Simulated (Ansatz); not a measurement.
# NaCl under changes of volume

One of the cells (21.813 Å³/atom); the others are scaled copies at fixed shape and fractional positions:

```xyz
2
Lattice="0.0000 2.7941 2.7941 2.7941 0.0000 2.7941 2.7941 2.7941 0.0000" Properties=species:S:1:pos:R:3 pbc="T T T"
Cl    2.7941    2.7941    2.7941
Na    0.0000    0.0000    0.0000
```

The cell is a database's computed one.

```yaml
Program: Ansatz 0.2.0
Functional: r2SCAN
Potentials_or_basis: Ansatz PAW
Cutoff: "500 eV (not typed: the program's choice for these potentials)"
k_mesh: 8 × 8 × 8
Occupations: fermi-dirac, width 0.05 eV
Spin: no spin polarisation
```

```tsv
volume (Å³/atom)	energy over the lowest point (meV/atom)	pressure (GPa)	gap on the mesh (eV)
20.504	10.45	2.4	6.29
20.940	5.08	1.6	6.20
21.376	1.69	0.9	6.10
21.813	0.06	0.3	6.02
22.249	0.00	-0.2	5.93
22.685	1.35	-0.7	5.85
23.121	?	?	?
```

Task: What does the run at 23.121 Å³/atom give?

Result: Energy over the lowest point 3.95 meV/atom; pressure -1.2 GPa; gap on the mesh 5.77 eV.

Worked out: A Birch-Murnaghan fit of order 3 (a polynomial in V^(-2/3)) to the other rows has its minimum at 22.05 Å³/atom with B0 = V·E''(V) = 27 GPa and B' = 4.8. It gives 3.95 meV/atom at 23.121 Å³/atom, against the run's 3.95, and -dE/dV = -1.2 GPa, against -1.2. A straight line through the other rows of the gap, of slope -4.37 eV per unit of ln V (its deformation potential), extrapolates to 5.76 eV, against the run's 5.77.

Energies are extrapolated to zero smearing.

Caveats: the PAW data sets come from PBE, with cores solved anew for the run's functional, which leaves a small shift of forces and pressure.
